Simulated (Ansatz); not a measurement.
A relaxed cell of GaAs is given with its symmetry left out. The cell was found from a structure generator's guess, not taken from experiment.

All numbers below come from Ansatz 0.2.0, DFT PBE, scalar-relativistic, plane waves, PAW. Cutoff 420 eV, Γ-centred mesh, Gaussian smearing, no spin polarisation.

```
CELL_PARAMETERS angstrom
3.77265 0.00000 0.00000
-1.88632 3.26721 0.00000
0.00000 0.00000 6.42843
ATOMIC_POSITIONS crystal
Ga 0.00000 0.00000 0.00000
Ga 0.00000 0.00000 0.50000
As 0.33333 0.66667 0.75000
As 0.66667 0.33333 0.25000
```

Energies over the elements count from the elements' standard structures at the same level, with no fitted energy shifts.

Question: Find its symmetry and describe it.

Answer: P6_3/mmc (No. 194), the nickel arsenide type. Conventional cell: a = 3.773 Å, c = 6.428 Å. Ga is surrounded by 6 As at 2.71 Å; As has 6 Ga at 2.71 Å.

Question: What is its formation energy per atom?

Answer: 0.00 eV/atom. The formation energy is too near zero to say whether this cell lies below the elements.

Question: Is it a metal?

Answer: Yes, bands cross the Fermi level on the 15×15×8 mesh.

Question: From what recipe could a structure generator have reached it?

Answer: One such recipe: close-packed anion layers stacked AB, next cell at A, with sites between them filled layer by layer (P6_3/mmc, No. 194). Other recipes can lead to the same cell.

The last run used a 15×15×8 mesh (in the run's order of axes) for its 4-atom cell and Gaussian smearing of 0.10 eV. The k mesh leaves some 4 meV/atom of noise in the energy of each metallic cell. The reference form of As is held partly by dispersion forces, which this level lacks. A structure relaxed within its symmetry needn't be a true minimum.
